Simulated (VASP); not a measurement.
**SnS: relaxation of cell and atoms with PBEsol**

SnS:

```
Sn S
1.0
    11.20000    0.00000    0.00000
     0.00000    3.98700    0.00000
     0.00000    0.00000    4.33400
Sn S
4 4
Direct
  0.11940 0.25000 0.11980
  0.38060 0.75000 0.61980
  0.61940 0.25000 0.38020
  0.88060 0.75000 0.88020
  0.85080 0.25000 0.47930
  0.64920 0.75000 0.97930
  0.35080 0.25000 0.02070
  0.14920 0.75000 0.52070
```

```json
{
  "Program": "VASP 6.6.1",
  "Task": "relaxation of cell and atoms",
  "Functional": "PBEsol",
  "Potentials or basis": "VASP PAW PBE potentials, release 64 (Sn_d, S)",
  "Cutoff": "600 eV",
  "k mesh": "4 × 8 × 6",
  "Occupations": "gaussian, width 0.03 eV",
  "Spin": "no spin polarisation",
  "Further INCAR settings": "ALGO = Normal; EDIFF = 1e-06; IBRION = 2; EDIFFG = -0.01; NSW = 90; ISIF = 3"
}
```

```
Relaxed volume                         : 23.42 Å³/atom
Relaxed cell                           : a = 11.083 Å, b = 3.984 Å, c = 4.242 Å, α = 90.00°, β = 90.00°, γ = 90.00°
Space group after relaxing (to 0.05 Å) : Pnma (No. 62)
Energy gained by relaxing              : 3.3 meV/atom
Ionic steps                            : 17
Pressure after relaxing                : 0.0 GPa
Largest force after relaxing           : 0.009 eV/Å
Band gap on the k mesh                 : 0.77 eV, indirect (least direct gap 1.08 eV)
```

Forces in eV/Å, atoms in the order of the input:
```
Sn  -0.003  0.000 -0.009
Sn   0.003  0.000 -0.009
Sn  -0.003  0.000  0.009
Sn   0.003  0.000  0.009
S    0.001  0.000  0.002
S   -0.001  0.000  0.002
S    0.001  0.000 -0.002
S   -0.001  0.000 -0.002
```

Stress tensor (GPa, compression positive):
```
 0.04  0.00  0.00
 0.00 -0.05  0.00
 0.00  0.00 -0.01
```

The path:
```
step  energy change (eV)  largest force (eV/Å)  pressure (GPa)  volume (Å³)
   1              0.0000                0.0741           -0.79       193.53
   2             -0.0097                0.1417            0.13       190.21
   3             -0.0097                0.1445            0.17       190.10
   4             -0.0166                0.0946            0.11       189.32
   5             -0.0225                0.0337            0.02       187.85
   6             -0.0226                0.0383            0.03       187.65
   7             -0.0247                0.0292           -0.04       187.49
   8             -0.0246                0.0292           -0.03       187.48
   9             -0.0254                0.0155            0.05       187.24
  10             -0.0255                0.0152            0.09       187.09
  11             -0.0257                0.0241           -0.09       187.58
  12             -0.0258                0.0208           -0.02       187.43
  13             -0.0258                0.0204           -0.05       187.45
  14             -0.0259                0.0183           -0.02       187.43
  15             -0.0260                0.0166           -0.01       187.41
  16             -0.0262                0.0091            0.02       187.33
  17             -0.0262                0.0094           -0.01       187.35
```

Final structure:
```
Sn S
1.0
    11.08297    0.00000    0.00000
     0.00000    3.98446    0.00000
     0.00000    0.00000    4.24249
Sn S
4 4
Direct
  0.11831 0.25000 0.11342
  0.38169 0.75000 0.61342
  0.61831 0.25000 0.38658
  0.88169 0.75000 0.88658
  0.85349 0.25000 0.47308
  0.64651 0.75000 0.97308
  0.35349 0.25000 0.02692
  0.14651 0.75000 0.52692
```

Levels at points of the mesh, in eV from the valence-band top:
```tsv
k point	band 36	band 37	band 38	band 39	band 40	band 41	band 42	band 43	band 44	band 45
(0.00, 0.00, 0.00)	-2.20	-1.97	-1.25	-0.82	-0.68	0.77	2.96	3.00	3.08	3.42
(0.50, 0.00, 0.00)	-2.42	-2.22	-2.22	-0.70	-0.70	2.61	2.61	2.78	2.78	4.08
(0.00, 0.50, 0.00)	-2.06	-1.02	-1.02	-0.78	-0.78	1.10	1.10	1.70	1.70	1.98
(0.50, 0.50, 0.00)	-2.44	-1.01	-1.01	-1.01	-1.01	1.58	1.58	1.58	1.58	2.45
(0.00, 0.00, 0.50)	-1.80	-0.94	-0.94	-0.09	-0.09	1.41	1.41	1.88	1.88	1.90
(0.50, 0.00, 0.50)	-2.16	-0.70	-0.70	0.00	0.00	1.30	1.30	1.83	1.83	1.94
(0.00, 0.50, 0.50)	-3.49	-2.57	-2.57	-1.56	-1.56	2.75	2.75	3.02	3.02	4.54
(0.50, 0.50, 0.50)	-4.09	-1.75	-1.75	-1.75	-1.75	2.56	2.56	2.56	2.56	4.68
```

Wall time 10 min on 8 MPI ranks on Intel(R) Xeon(R) Platinum 8488C (Sapphire Rapids), on a shared host, peak memory 0.73 GiB a rank.

Caveat: the PAW data sets were made with another functional, which shifts forces and pressure a little; spin-orbit coupling is left out, which moves the levels of the heavy elements. A k mesh can miss the band edges.
